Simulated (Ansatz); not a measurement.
## La2O3, space group P-62m: a convergence test of the plane-wave cutoff

Computed with Ansatz 0.2.0 through its Python package.

`ecut_la2o3.py`:
```python
import ansatz as az
import matplotlib.pyplot as plt
import numpy as np

vectors = np.array([
    [6.26678, 0.0, 0.0],
    [-3.13339, 5.427191, 0.0],
    [0.0, 0.0, 3.299766],
])
cell = (
    az.Lattice.of(vectors)
    .atom("La", (1 / 3, 2 / 3, 0.5))
    .atom("La", (2 / 3, 1 / 3, 0.5))
    .atom("O", (0.491986, 0.491986, 0.0))
    .atom("O", (0.0, 0.508014, 0.0))
    .atom("O", (0.508014, 0.0, 0.0))
)

calc = (
    cell.calculation()
    .functional("pbesol")
    .kpoints(6, center="gamma")
    .occupations(az.OccupationsMethod.GAUSSIAN)
    .scf(tolerance=1e-09)
    .forces()
    .stress()
)

rows = []
for value in [300, 375, 450, 525, 600]:
    r = calc.basis(value).run(threads=1).report
    rows.append((value, r["free_energy_ev"] / len(r["lattice"]["sites"]), r["n_iterations"], sum(r["stress_gpa"][i][i] for i in range(3)) / 3, max(abs(f) for row in r["forces_ev_ang"] for f in row), r["n_pw"]))

print(" cutoff (eV)   F/atom (eV)    iterations       P (GPa)  max component (eV/A)   plane waves")
for row in rows:
    print(f"{str(row[0]):>12s}  {row[1]:12.5f}  {row[2]:12d}  {row[3]:12.3f}  {row[4]:20.4f}  {row[5]:12d}")

for row in rows[:-1]:
    shift = 1000 * (row[1] - rows[-1][1])
    print(f"{row[0]}: {shift:+.2f} meV/atom" + ("  (within 5 meV)" if abs(shift) < 5 else ""))
plt.figure(figsize=(4.5, 3))
plt.plot([str(row[0]) for row in rows], [1000 * (row[1] - rows[-1][1]) for row in rows], "o-")
plt.xlabel("cutoff (eV)")
plt.ylabel("F - F(last) (meV/atom)")
plt.tight_layout()
plt.savefig("ecut.png", dpi=100)
```

```console
$ python ecut_la2o3.py
DeckWarning: basis.ecutwfc = 300 eV is below the records' recommended 420 eV, and the density's cutoff is lower with it unless basis.ecutrho_ratio is high enough to keep the records' density cutoff: compare with a run at a higher cutoff
DeckWarning: output.stress: scf.convergence.dr2_threshold = 1e-9 eV is looser than the 5e-10 eV advised for a printed stress (1e-10 eV for each atom of the cell: 5). What an SCF threshold leaves in a stress goes as its square root, and in the free energy as the threshold itself, and one threshold admits the most on a [...]
DeckWarning: basis.ecutwfc = 375 eV is below the records' recommended 420 eV, and the density's cutoff is lower with it unless basis.ecutrho_ratio is high enough to keep the records' density cutoff: compare with a run at a higher cutoff
 cutoff (eV)   F/atom (eV)    iterations       P (GPa)  max component (eV/A)   plane waves
         300   -2802.40307             9        -0.976                0.0601          1287
         375   -2802.67106             9        -1.090                0.0612          1847
         450   -2802.69398             9        -1.060                0.0613          2447
         525   -2802.69470             9        -1.059                0.0613          3043
         600   -2802.69490             9        -1.062                0.0613          3781
300: +291.83 meV/atom
375: +23.84 meV/atom
450: +0.92 meV/atom  (within 5 meV)
525: +0.20 meV/atom  (within 5 meV)
```
(Warnings from the package without file and line, shortened.)

From 450 eV on it stays within 5 meV an atom of the value at 600 eV; the first row (300 eV) is off by 291.8 meV and the last but one by 0.20 meV. The energy falls steadily, as expected when plane waves are added. The pressure moves from -0.98 to -1.06 GPa (the program's stress holds a Pulay correction, so it settles early). The last run costs about 2.8 times the first.

Reading the output:
- Pressure is positive in compression.
- This cell is a computed structure, which may not be the phase found in nature.
- Shifts are counted from the last row, which is itself no proven limit.
- Processor time in the engine: 36 s on 1 thread of Intel(R) Xeon(R) Processor @ 2.30GHz (shared host), peak memory 0.66 GiB.
